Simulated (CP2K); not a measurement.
## CaF2 (Fluorite) under changes of volume

One of the cells (13.579 Å³/atom); the others are scaled copies at fixed shape and fractional positions:

```
Ca F
1.0
     3.86222    0.00000    0.00000
     1.93111    3.34478    0.00000
     1.93111    1.11493    3.15349
Ca F
1 2
Direct
  0.00000 0.00000 0.00000
  0.75000 0.75000 0.75000
  0.25000 0.25000 0.25000
```

```yaml
Program: CP2K 2026.2
Functional: PBE
Potentials_or_basis: POTENTIAL_UZH Ca GTH-PBE-q10, F GTH-PBE-q7; TZVP-MOLOPT-PBE-GTH basis
Density_cutoff: 10204 eV
k_mesh: 8 × 8 × 8
Occupations: fermi-dirac, width 0.05 eV
Spin: no spin polarisation
```

```csv
volume (Å³/atom),energy over the lowest point (meV/atom),pressure (GPa),gap on the mesh (eV)
12.764,35.31,9.4,7.63
13.036,21.32,7.1,7.50
13.308,11.07,5.0,7.38
13.579,?,?,?
13.851,1.07,1.4,7.14
14.122,0.00,-0.1,7.02
14.394,1.38,-1.5,6.91
```

What does the run at 13.579 Å³/atom give?

Energy over the lowest point 4.19 meV/atom; pressure 3.1 GPa; gap on the mesh 7.25 eV.

Worked out: A Birch-Murnaghan fit of order 3 (a polynomial in V^(-2/3)) to the other rows has its minimum at 14.09 Å³/atom with B0 = V·E''(V) = 71 GPa and B' = 6.4. It gives 4.58 meV/atom at 13.579 Å³/atom, against the run's 4.19, and -dE/dV = 3.0 GPa, against 3.1. A straight line through the other rows of the gap, of slope -5.99 eV per unit of ln V, gives 7.26 eV, against the run's 7.25.

Energies are extrapolated to zero smearing.

Caveats: the basis of atomic orbitals isn't converged, which shifts pressures, moduli and gaps.

A mesh can miss the band edges.
